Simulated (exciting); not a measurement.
# Te (P3_121) in exciting: further runs

Runs on Te. Level: PBE. Tasks: single point.

Program: exciting (release sodium). These are calculated values, not measurements. Logs are shortened: lines on timing, memory, paths and dates and some standing lists are left out, and cuts for length are marked.

## (1) The crystal as given

It takes space group P3_121 (No. 152, trigonal). Conventional cell: a = 4.454 Å, b = 4.454 Å, c = 5.924 Å, α = 90.00°, β = 90.00°, γ = 120.00°. Te (site symmetry 2) has 2 Te at 2.86 Å as nearest neighbours.

## (2) Single point, PBE

Input file input.xml:

```xml
<input>
  <title>Te</title>
  <structure speciespath="./" tshift="false">
    <crystal scale="1">
      <basevect>8.416840159083 0.000000000000 0.000000000000</basevect>
      <basevect>-4.208420079542 7.289197397442 0.000000000000</basevect>
      <basevect>0.000000000000 0.000000000000 11.194737562283</basevect>
    </crystal>
    <species speciesfile="Te.xml" rmt="2.3">
      <atom coord="0.731000000000 0.731000000000 0.000000000000"/>
      <atom coord="0.000000000000 0.269000000000 0.666666666700"/>
      <atom coord="0.269000000000 0.000000000000 0.333333333300"/>
    </species>
  </structure>
  <groundstate do="fromscratch" ngridk="7 7 5" rgkmax="9" gmaxvr="14" lmaxapw="10" lmaxmat="10" lmaxvr="8" xctype="GGA_PBE" stype="Gaussian" swidth="0.00040424" nempty="12" ValenceRelativity="iora*" epsengy="1e-05" epspot="1e-05" maxscl="60" tforce="true" outputlevel="high"/>
</input>
```

Potentials or basis: all-electron LAPW+lo, shipped species files, valence relativity iora*.

On the command line:

```sh
OMP_NUM_THREADS=1 exciting_smp
```

INFO.OUT:

```text
================================================================================
EXCITING SODIUM started
[... 10 lines left out ...]

 Lattice vectors (cartesian) :
      8.4168401591      0.0000000000      0.0000000000
     -4.2084200795      7.2891973974      0.0000000000
      0.0000000000      0.0000000000     11.1947375623

 Reciprocal lattice vectors (cartesian) :
      0.7465016786      0.4309929451     -0.0000000000
      0.0000000000      0.8619858902      0.0000000000
      0.0000000000     -0.0000000000      0.5612624032

 Unit cell volume                           :     686.8196439533
 Brillouin zone volume                      :       0.3611577153

 Species :    1 (Te)
     parameters loaded from                 :    Te.xml
     name                                   :    tellurium
     nuclear charge                         :     -52.00000000
     electronic charge                      :      52.00000000
     atomic mass                            :  232600.57070000
     muffin-tin radius                      :       2.30000000
     # of radial points in muffin-tin       :     400

     atomic positions (lattice) :
       1 :   0.73100000  0.73100000  0.00000000
       2 :   0.00000000  0.26900000  0.66666667
       3 :   0.26900000  0.00000000  0.33333333

 Total number of atoms per unit cell        :       3

 Spin treatment                             :    spin-unpolarised

 Number of Bravais lattice symmetries       :      24
 Number of crystal symmetries               :       2

 k-point grid                               :       7    7    5
 Total number of k-points                   :     126
 k-point set is reduced with crystal symmetries

 R^MT_min * |G+k|_max (rgkmax)              :       9.00000000
 Species with R^MT_min                      :       1 (Te)
 Maximum |G+k| for APW functions            :       3.91304348
 Maximum |G| for potential and density      :      14.00000000
 Polynomial order for pseudochg. density    :       9

 G-vector grid sizes                        :      40    40    50
 Total number of G-vectors                  :   31843

 Maximum angular momentum used for
     APW functions                          :      10
     computing H and O matrix elements      :      10
     potential and density                  :       8
     inner part of muffin-tin               :       2

 Total nuclear charge                       :    -156.00000000
 Total electronic charge                    :     156.00000000
 Total core charge                          :     108.00000000
 Total valence charge                       :      48.00000000

 Effective Wigner radius, r_s               :       1.01673982

 Number of empty states                     :      12
 Total number of valence states             :      37

 Maximum Hamiltonian size                   :     747
 Maximum number of plane-waves              :     705
 Total number of local-orbitals             :      42

 Exchange-correlation type                  :      20
     Perdew-Burke-Ernzerhof, Phys. Rev. Lett. 77, 3865 (1996)
     Generalised gradient approximation (GGA)

 Smearing scheme                            :    Gaussian
 Smearing width                             :       0.00040424

 Using multisecant Broyden potential mixing
[... 6 lines left out ...]
* Groundstate module started                                                   *
********************************************************************************
 Output level for this task is set to high

++++++++++++++++++++++++++++++++++++++++++++++++++++++++++++++++++++++++++++++++
[... 5 lines left out ...]
+ SCF iteration number :    1                                                  +
++++++++++++++++++++++++++++++++++++++++++++++++++++++++++++++++++++++++++++++++
 Total energy                               :    -20388.75063732
 _______________________________________________________________
 Fermi energy                               :         0.21642532
 Kinetic energy                             :     21566.18252819
 Coulomb energy                             :    -41426.46878061
 Exchange energy                            :      -520.01509534
 Correlation energy                         :        -8.44928957
 Sum of eigenvalues                         :    -12387.54688303
 Effective potential energy                 :    -33953.72941122
 Coulomb potential energy                   :    -33263.90236294
 xc potential energy                        :      -689.82704828
 Hartree energy                             :      6521.15087862
 Electron-nuclear energy                    :    -46306.20412018
 Nuclear-nuclear energy                     :     -1641.41553904
 Madelung energy                            :    -24794.51759914
 Core-electron kinetic energy               :         0.00000000

 DOS at Fermi energy (states/Ha/cell)       :         0.00000000

 Electron charges :
     core                                   :       108.00000000
     core leakage                           :         0.00636452
     valence                                :        48.00000000
     interstitial                           :         9.19220253
     charge in muffin-tin spheres :
                  atom     1    Te          :        48.93592814
                  atom     2    Te          :        48.93593467
                  atom     3    Te          :        48.93593467
     total charge in muffin-tins            :       146.80779747
     total charge                           :       156.00000000
[... 586 lines left out ...]
 Electron charges :
     core                                   :       108.00000000
     core leakage                           :         0.00632349
     valence                                :        48.00000000
     interstitial                           :         9.14941154
     charge in muffin-tin spheres :
                  atom     1    Te          :        48.95019591
                  atom     2    Te          :        48.95019627
                  atom     3    Te          :        48.95019627
     total charge in muffin-tins            :       146.85058846
     total charge                           :       156.00000000

 Estimated fundamental gap                  :         0.02323437
        valence-band maximum at  111      0.7143  0.5714  0.4000
     conduction-band minimum at   78      0.0000  0.0000  0.4000

 RMS change in effective potential (target) :  0.872798E-09  ( 0.100000E-04)
 Absolute change in total energy   (target) :  0.546468E-06  ( 0.100000E-04)
 Charge distance                   (target) :  0.425946E-09  ( 0.100000E-04)
 Abs. change in max-nonIBS-force   (target) :  0.714310E-08  ( 0.500000E-04)

++++++++++++++++++++++++++++++++++++++++++++++++++++++++++++++++++++++++++++++++
| Convergency criteria checked for the last 2 iterations                       +
| Convergence targets achieved. Performing final SCF iteration                 +
++++++++++++++++++++++++++++++++++++++++++++++++++++++++++++++++++++++++++++++++
 Total energy                               :    -20390.72492513
 _______________________________________________________________
 Fermi energy                               :         0.21099474
 Kinetic energy                             :     21563.43154330
 Coulomb energy                             :    -41425.67208537
 Exchange energy                            :      -520.03512746
 Correlation energy                         :        -8.44925561
 Sum of eigenvalues                         :    -12388.59698040
 Effective potential energy                 :    -33952.02852370
 Coulomb potential energy                   :    -33262.17516194
 xc potential energy                        :      -689.85336177
 Hartree energy                             :      6522.08138439
 Electron-nuclear energy                    :    -46306.33793071
 Nuclear-nuclear energy                     :     -1641.41553904
 Madelung energy                            :    -24794.58450440
 Core-electron kinetic energy               :         0.00000000

 DOS at Fermi energy (states/Ha/cell)       :         0.00000000

 Electron charges :
     core                                   :       108.00000000
     core leakage                           :         0.00632349
     valence                                :        48.00000000
     interstitial                           :         9.14941154
     charge in muffin-tin spheres :
                  atom     1    Te          :        48.95019592
                  atom     2    Te          :        48.95019627
                  atom     3    Te          :        48.95019627
     total charge in muffin-tins            :       146.85058846
     total charge                           :       156.00000000

 Estimated fundamental gap                  :         0.02323437
        valence-band maximum at  111      0.7143  0.5714  0.4000
     conduction-band minimum at   78      0.0000  0.0000  0.4000

++++++++++++++++++++++++++++++++++++++++++++++++++++++++++++++++++++++++++++++++
+ Self-consistent loop stopped                                                 +
++++++++++++++++++++++++++++++++++++++++++++++++++++++++++++++++++++++++++++++++
 STATE.OUT is written

--------------------------------------------------------------------------------
- Writing atomic positions and forces                                          -
--------------------------------------------------------------------------------

 Atomic positions (lattice) :
 atom     1  Te  :     0.73100000    0.73100000    0.00000000
 atom     2  Te  :     0.00000000    0.26900000    0.66666667
 atom     3  Te  :     0.26900000    0.00000000    0.33333333

 Total atomic forces including IBS (cartesian) :
 atom     1  Te  :    -0.00155950   -0.00270114    0.00000000
 atom     2  Te  :    -0.00155819    0.00270038   -0.00000158
 atom     3  Te  :     0.00311769    0.00000076    0.00000158

 Atomic force components including IBS (cartesian) :
 atom     1  Te  :    -0.21425898   -0.37110743    0.00000000   HF force
                 :     0.30263487    0.52417897    0.00000000   core correction
                 :    -0.08993539   -0.15577267    0.00000000   IBS correction
 atom     2  Te  :    -0.21424744    0.37110077   -0.00000649   HF force
                 :     0.30262498   -0.52417326    0.00000368   core correction
                 :    -0.08993573    0.15577287    0.00000123   IBS correction
 atom     3  Te  :     0.42850642    0.00000666    0.00000649   HF force
                 :    -0.60525985   -0.00000571   -0.00000368   core correction
                 :     0.17987113   -0.00000019   -0.00000123   IBS correction

********************************************************************************
* Groundstate module stopped                                                   *
********************************************************************************

================================================================================
| EXCITING SODIUM stopped                                                      =
================================================================================
```

Run time: 21 min. Hardware: 1 thread of Intel Xeon Platinum 8488C (Sapphire Rapids), shared host; peak memory 0.2 GiB.

Results:

```yaml
Free_energy: -554859.8918 eV
Largest_force: 0.160 eV/Å
Band_gap_on_the_k_mesh: 0.63 eV, indirect (least direct gap 0.79 eV)
All_electrons_inside_the_program's_atomic_spheres: Te 48.95 (radii Te 2.3 bohr)
```

Forces in eV/Å, atoms in the order of the input:
```
Te  -0.080 -0.139  0.000
Te  -0.080  0.139  0.000
Te   0.160  0.000  0.000
```

Caveat: spin-orbit coupling is left out, which moves the levels of the heavy elements; an odd mesh through Γ misses points on the zone boundary, where band edges often lie.

## (3) Single point, PBE

Input file input.xml:

```xml
<input>
  <title>Te</title>
  <structure speciespath="./" tshift="false">
    <crystal scale="1">
      <basevect>8.416840159083 0.000000000000 0.000000000000</basevect>
      <basevect>-4.208420079542 7.289197397442 0.000000000000</basevect>
      <basevect>0.000000000000 0.000000000000 11.194737562283</basevect>
    </crystal>
    <species speciesfile="Te.xml" rmt="2.3">
      <atom coord="0.731000000000 0.731000000000 0.000000000000"/>
      <atom coord="0.000000000000 0.269000000000 0.666666666700"/>
      <atom coord="0.269000000000 0.000000000000 0.333333333300"/>
    </species>
  </structure>
  <groundstate do="fromscratch" ngridk="7 7 5" rgkmax="9" gmaxvr="14" lmaxapw="10" lmaxmat="10" lmaxvr="8" xctype="GGA_PBE" stype="Gaussian" swidth="0.00044099" nempty="12" ValenceRelativity="iora*" epsengy="1e-05" epspot="1e-05" maxscl="60" tforce="true" outputlevel="low"/>
  <properties>
    <chargedensityplot>
      <plot3d>
        <box grid="23 23 30">
          <origin coord="0 0 0"/>
          <point coord="1 0 0"/>
          <point coord="0 1 0"/>
          <point coord="0 0 1"/>
        </box>
      </plot3d>
    </chargedensityplot>
    <elfplot>
      <plot3d>
        <box grid="23 23 30">
          <origin coord="0 0 0"/>
          <point coord="1 0 0"/>
          <point coord="0 1 0"/>
          <point coord="0 0 1"/>
        </box>
      </plot3d>
    </elfplot>
    <exccplot>
      <plot3d>
        <box grid="23 23 30">
          <origin coord="0 0 0"/>
          <point coord="1 0 0"/>
          <point coord="0 1 0"/>
          <point coord="0 0 1"/>
        </box>
      </plot3d>
    </exccplot>
  </properties>
</input>
```

Potentials or basis: all-electron LAPW+lo, shipped species files, valence relativity iora*.

On the command line:

```sh
OMP_NUM_THREADS=1 exciting_smp
```

INFO.OUT:

```text
================================================================================
EXCITING SODIUM started
[... 10 lines left out ...]

 Lattice vectors (cartesian) :
      8.4168401591      0.0000000000      0.0000000000
     -4.2084200795      7.2891973974      0.0000000000
      0.0000000000      0.0000000000     11.1947375623

 Reciprocal lattice vectors (cartesian) :
      0.7465016786      0.4309929451     -0.0000000000
      0.0000000000      0.8619858902      0.0000000000
      0.0000000000     -0.0000000000      0.5612624032

 Unit cell volume                           :     686.8196439533
 Brillouin zone volume                      :       0.3611577153

 Species :    1 (Te)
     parameters loaded from                 :    Te.xml
     name                                   :    tellurium

     atomic positions (lattice) :
       1 :   0.73100000  0.73100000  0.00000000
       2 :   0.00000000  0.26900000  0.66666667
       3 :   0.26900000  0.00000000  0.33333333

 Total number of atoms per unit cell        :       3
[... 313 lines left out ...]
 Fermi energy                               :         0.21099474
 DOS at Fermi energy (states/Ha/cell)       :         0.00000000
 Electron charge: Core leakage              :         0.00632349

 Estimated fundamental gap                  :         0.02323437
        valence-band maximum at  111      0.7143  0.5714  0.4000
     conduction-band minimum at   78      0.0000  0.0000  0.4000

++++++++++++++++++++++++++++++++++++++++++++++++++++++++++++++++++++++++++++++++
+ Self-consistent loop stopped                                                 +
++++++++++++++++++++++++++++++++++++++++++++++++++++++++++++++++++++++++++++++++
 STATE.OUT is written

--------------------------------------------------------------------------------
- Writing atomic positions and forces                                          -
--------------------------------------------------------------------------------

 Atomic positions (lattice) :
 atom     1  Te  :     0.73100000    0.73100000    0.00000000
 atom     2  Te  :     0.00000000    0.26900000    0.66666667
 atom     3  Te  :     0.26900000    0.00000000    0.33333333

 Total atomic forces including IBS (cartesian) :
 atom     1  Te  :    -0.00155950   -0.00270114    0.00000000
 atom     2  Te  :    -0.00155819    0.00270038   -0.00000158
 atom     3  Te  :     0.00311769    0.00000076    0.00000158

 Atomic force components including IBS (cartesian) :
 atom     1  Te  :    -0.21425898   -0.37110743    0.00000000   HF force
                 :     0.30263487    0.52417897    0.00000000   core correction
                 :    -0.08993539   -0.15577267    0.00000000   IBS correction
 atom     2  Te  :    -0.21424744    0.37110077   -0.00000649   HF force
                 :     0.30262498   -0.52417326    0.00000368   core correction
                 :    -0.08993573    0.15577287    0.00000123   IBS correction
 atom     3  Te  :     0.42850642    0.00000666    0.00000649   HF force
                 :    -0.60525985   -0.00000571   -0.00000368   core correction
                 :     0.17987113   -0.00000019   -0.00000123   IBS correction

********************************************************************************
* Groundstate module stopped                                                   *
********************************************************************************

================================================================================
| EXCITING SODIUM stopped                                                      =
================================================================================
```

It took 22 min on 1 thread of Intel Xeon Platinum 8488C (Sapphire Rapids), shared host; peak memory 0.21 GiB.

What came out:

```
Free energy            : -554859.8918 eV
Largest force          : 0.160 eV/Å
Band gap on the k mesh : 0.63 eV, indirect (least direct gap 0.79 eV)
```

Forces in eV/Å, atoms in the order of the input:
```
Te  -0.080 -0.139  0.000
Te  -0.080  0.139  0.000
Te   0.160  0.000  0.000
```

Caveat: spin-orbit coupling is left out, which moves the levels of the heavy elements; an odd mesh through Γ misses points on the zone boundary, where band edges often lie.
